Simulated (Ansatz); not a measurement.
Ansatz input

```yaml
crystal:
  lattice:
    - [1.9528332357, 1.1274687943, 9.4400573294]
    - [-1.9528332357, 1.1274687943, 9.4400573294]
    - [0.0, -2.2549375886, 9.4400573294]
  atoms:
    - { symbol: Sm, position: [0.0, 0.0, 1.0], spin: 6.225 }
    - { symbol: Sm, position: [0.2221270242, 0.2221270242, 0.2221270242], spin: 6.233 }
    - { symbol: Sm, position: [0.7778729758, 0.7778729758, 0.7778729758], spin: 6.233 }
hamiltonian:
  xc: revpbe
  pseudopotentials:
    kind: paw
    azcp:
      Sm: "pseudopotentials/Sm.paw.azcp"
basis:
  ecutwfc: 420
  fft_grid_basis: typed
kpoints:
  mp_grid: { grid: [12, 12, 12], shift: [0, 0, 0] }
magnetization:
  spin_polarized: true
scf:
  occupations: { method: fermi_dirac, width: 0.05 }
```

Terminal output

```
Warning: where an SCF of this run starts from atoms to list the orders of its open shells, Sm (site 0, from 0) starts with 5.22 μB on its 4f shell and 0.78 μB on its 5d shell, in the place of the 6.22 μB that the deck gives it: its open shells can hold no more by Hund's first rule. To start from spheres of the given moment, type scf.initial_density.shell_occupations: []
Warning: where an SCF of this run starts from atoms to list the orders of its open shells, Sm (sites 1, 2, from 0) starts with 5.22 μB on its 4f shell and 0.78 μB on its 5d shell, in the place of the 6.23 μB that the deck gives it: its open shells can hold no more by Hund's first rule. To start from spheres of the given moment, type scf.initial_density.shell_occupations: []
band count auto-derived: 45 (N_el = 48.0; filled up to band 24; 41 by the electrons, moments and atoms)
Engine: ansatz 0.2.0, x86_64-unknown-linux-gnu
Pseudopotentials: kind: paw
Pseudopotential: Sm, paw, valence charge 16, recommended cutoff 420 eV (normal) 
Functional definition: revPBE
  parameter kappa = 1.245
  parameter beta = 0.06672455060314922
  exchange = pbe_x(kappa = kappa, mu = beta*pi^2/3)
  correlation = pbe_c(beta = beta)
Crystal: 3 atoms, lattice volume = 124.708 Å³
Basis set: ecut = 420 eV, 2491 PW (Γ)
Bands: 45, of which v1, the nominal top of the filled ones, is band 24 counted from 1 (23 counted from 0)
Symmetry: 12 space group operations
Space group: R-3m (ITA 166), of the structure as read, at distance tolerance 5.0e-5 Å
Magnetic group: BNS 166.97 (UNI 1327), of the structure as read, at distance tolerance 5.0e-5 Å
k-points: 189 of 1728
Non-local potential: Sm, projectors of the file, l = 0: 3, l = 1: 2, l = 2: 2, l = 3: 3
PAW form: soft (Blöchl's): semilocal exchange-correlation on the pseudo side does not see the compensation charge
PAW frozen core: Sm, regenerated for the run's functional, and the local potential with it (the file was generated under x = pbe(κ = 0.804, μ = 0.2195149727645171), c = pbe(β = 0.06672455060314922))
PAW one-centre angular grid: Sm, 590 points (default); XC on 64 Gauss nodes
Initial density: superposition of atomic densities (chi_scale 0.1, normalization cell)
Starting moments: Σ|m| = 18.691 μB on 3 of 3 sites
Initial wavefunctions: pseudopotential atomic-orbital guess
Functional: x = revpbe(κ = 1.245, μ = 0.2195149727645171), c = pbe(β = 0.06672455060314922)
iter 1 solved again at ethr=1.09e-3 eV; its pass at ethr=3.10e-3 eV (dr2=5.23e-1 eV) is discarded
SCF iter   1: F=—  HF=-24753.571496 eV  |F-HF|=—  |Δ(HF+E_count)|=         —  Δρ=3.02e-2 (↑3.02e-2 ↓9.08e-3)  dr2=5.23e-1  dr2_m=4.12e-1  M=18.613 μB ∫|m|=18.613 μB  β_m=0.30  ethr=1.09e-3  ⟨swp⟩=1.3  Hψ=79241  notcnv=0
Mixer restart at iter 1: flushing history
...
SCF iter  20: F=—  HF=-24756.258118 eV  |F-HF|=—  |Δ(HF+E_count)|=   1.29e-6  Δρ=1.13e-5 (↑1.13e-5 ↓7.26e-6)  dr2=9.64e-8  dr2_m=7.38e-8  M=20.108 μB ∫|m|=20.108 μB  β_m=0.94  ethr=9.27e-10  ⟨swp⟩=2.0  Hψ=29539  notcnv=0  defer=576
SCF iter  21: F=—  HF=-24756.320918 eV  |F-HF|=—  |Δ(HF+E_count)|=         —  Δρ=5.53e-3 (↑5.53e-3 ↓8.85e-5)  dr2=5.59e-3  dr2_m=8.74e-3  M=20.129 μB ∫|m|=20.129 μB  β_m=1.00  ethr=2.01e-10  ⟨swp⟩=2.1  Hψ=27204  notcnv=0  defer=576
Mixer restart at iter 21: flushing history
SCF iter  22: F=—  HF=-24756.254063 eV  |F-HF|=—  |Δ(HF+E_count)|=   6.69e-2  Δρ=4.52e-4 (↑4.52e-4 ↓1.40e-4)  dr2=8.40e-5  dr2_m=5.23e-5  M=20.137 μB ∫|m|=20.137 μB  β_m=0.94  ethr=1.04e-4  ⟨swp⟩=2.2  Hψ=21915  notcnv=0  defer=1603
SCF iter  23: F=—  HF=-24756.254509 eV  |F-HF|=—  |Δ(HF+E_count)|=   4.46e-4  Δρ=2.89e-4 (↑2.89e-4 ↓3.95e-5)  dr2=4.18e-5  dr2_m=2.43e-5  M=20.141 μB ∫|m|=20.141 μB  β_m=0.97  ethr=1.75e-7  ⟨swp⟩=2.1  Hψ=27190  notcnv=0  defer=1573
SCF iter  24: F=—  HF=-24756.254697 eV  |F-HF|=—  |Δ(HF+E_count)|=         —  Δρ=2.47e-4 (↑2.47e-4 ↓3.34e-5)  dr2=8.66e-5  dr2_m=1.68e-5  M=20.143 μB ∫|m|=20.143 μB  ethr=8.71e-8  ⟨swp⟩=2.5  Hψ=31748  notcnv=0  defer=1708
Mixer restart at iter 24: flushing history
SCF iter  25: F=—  HF=-24756.258119 eV  |F-HF|=—  |Δ(HF+E_count)|=         —  Δρ=1.37e-5 (↑1.37e-5 ↓4.29e-6)  dr2=2.00e-7  dr2_m=6.38e-8  M=20.107 μB ∫|m|=20.107 μB  β_m=0.97  ethr=2.01e-10  ⟨swp⟩=6.1  Hψ=51851  notcnv=0  defer=576
SCF iter  26: F=—  HF=-24756.258119 eV  |F-HF|=—  |Δ(HF+E_count)|=   2.40e-7  Δρ=1.26e-5 (↑1.26e-5 ↓3.42e-6)  dr2=2.16e-7  dr2_m=4.86e-8  M=20.106 μB ∫|m|=20.106 μB  β_m=0.78  ethr=2.01e-10  ⟨swp⟩=2.4  Hψ=31955  notcnv=0  defer=576
SCF iter  27: F=—  HF=-24756.258119 eV  |F-HF|=—  |Δ(HF+E_count)|=   9.57e-8  Δρ=3.99e-6 (↑3.99e-6 ↓2.56e-6)  dr2=2.23e-8  dr2_m=8.26e-9  M=20.106 μB ∫|m|=20.106 μB  β_m=0.89  ethr=2.01e-10  ⟨swp⟩=2.0  Hψ=26800  notcnv=0  defer=576
SCF iter  28: F=—  HF=-24756.258119 eV  |F-HF|=—  |Δ(HF+E_count)|=   8.29e-8  Δρ=1.73e-6 (↑1.73e-6 ↓1.36e-6)  dr2=6.57e-9  dr2_m=1.67e-9  M=20.106 μB ∫|m|=20.106 μB  β_m=0.94  ethr=4.65e-11  ⟨swp⟩=2.0  Hψ=25881  notcnv=0  defer=576
SCF iter  29: F=—  HF=-24756.258119 eV  |F-HF|=—  |Δ(HF+E_count)|=   2.84e-8  Δρ=1.25e-6 (↑1.25e-6 ↓5.70e-7)  dr2=2.60e-9  dr2_m=5.37e-10  M=20.105 μB ∫|m|=20.105 μB  β_m=0.84  ethr=1.37e-11  ⟨swp⟩=2.5  Hψ=26681  notcnv=0  defer=576
SCF iter  30: F=—  HF=-24756.258119 eV  |F-HF|=—  |Δ(HF+E_count)|=   3.28e-9  Δρ=7.47e-7 (↑7.47e-7 ↓4.66e-7)  dr2=8.23e-10  dr2_m=2.78e-10  M=20.105 μB ∫|m|=20.105 μB  β_m=0.92  ethr=5.41e-12  ⟨swp⟩=2.1  Hψ=26794  notcnv=0  defer=576
SCF iter  31: F=—  HF=-24756.258119 eV  |F-HF|=—  |Δ(HF+E_count)|=   4.36e-9  Δρ=7.72e-6 (↑7.72e-6 ↓2.14e-7)  dr2=1.19e-7  dr2_m=1.70e-8  M=20.105 μB ∫|m|=20.105 μB  β_m=0.96  ethr=1.72e-12  ⟨swp⟩=2.6  Hψ=27941  notcnv=0  defer=576
SCF iter  32: F=-24756.258119 eV  HF=-24756.258119 eV  |F-HF|=5.62e-8  |Δ(HF+E_count)|=  6.69e-10  Δρ=5.27e-6 (↑5.27e-6 ↓8.45e-8)  dr2=5.51e-8  dr2_m=7.93e-9  M=20.105 μB ∫|m|=20.105 μB  ethr=1.72e-12  ⟨swp⟩=1.0  Hψ=41968  notcnv=0
SCF 1 converged in 32 iterations: F = -24756.258119 eV  dr2 = 5.51e-8
SCF converged after 32 iterations
Magnetization: 20.1053 μB (34.0526 up, 13.9474 down)
Absolute magnetization: 20.1053 μB (∫|ρ↑−ρ↓|, with the PAW one-centre terms)
Spin contamination: 0.0106 ħ² per cell (⟨S²⟩ above its minimum at these occupations)
Per-site moments (μB) at R_I (Å): [(6.228649992674662, 1.597783980026831), (6.2345729994819825, 1.5950724721881642), (6.234572999481985, 1.5950724721881642)]
Free energy (F): -24756.258119 eV
Harris-Foulkes:  -24756.258119 eV  (|F-HF|=5.62e-8)
Internal energy: -24756.068288 eV  (E = F + TS)
E sigma→0 (E₀):  -24756.163203 eV
Entropy (-TS):   -0.189831 eV (-63.277 meV/atom)
Fermi energy:    9.264965 eV
--- Per-component energies (eV) ---
  E_band       = -136.301674
  E_kinetic    = 993.708970
  E_local      = -5129.079206  (includes V_loc(G=0)·N_el)
  E_nonlocal   = 1215.871545
  E_hartree    = 2004.323178
  E_xc         = -523.764045
  E_vxc        = -569.806961  (∫ρ·V_xc dr)
  E_paw        = -18706.809480  (= ΣΔE_a)
  E_vpaw       = -655.641121  (= ΣTr[D̂ρ^β])
  E_aug_tail   = -0.000001  (compensation charges beyond the density's cutoff)
  E_ewald      = -4610.060182
  E_core_change = -0.259068  (= ΣΔE_core)
  E_smearing   = -0.189831  (= −TS)
  E_closure    = 0.000000  (closes the sum)
  Σ components = -24756.258119   (vs F -24756.258119, Δ=0.00e0)
```

Open f shells have many self-consistent states, so the state found may not be the lowest.
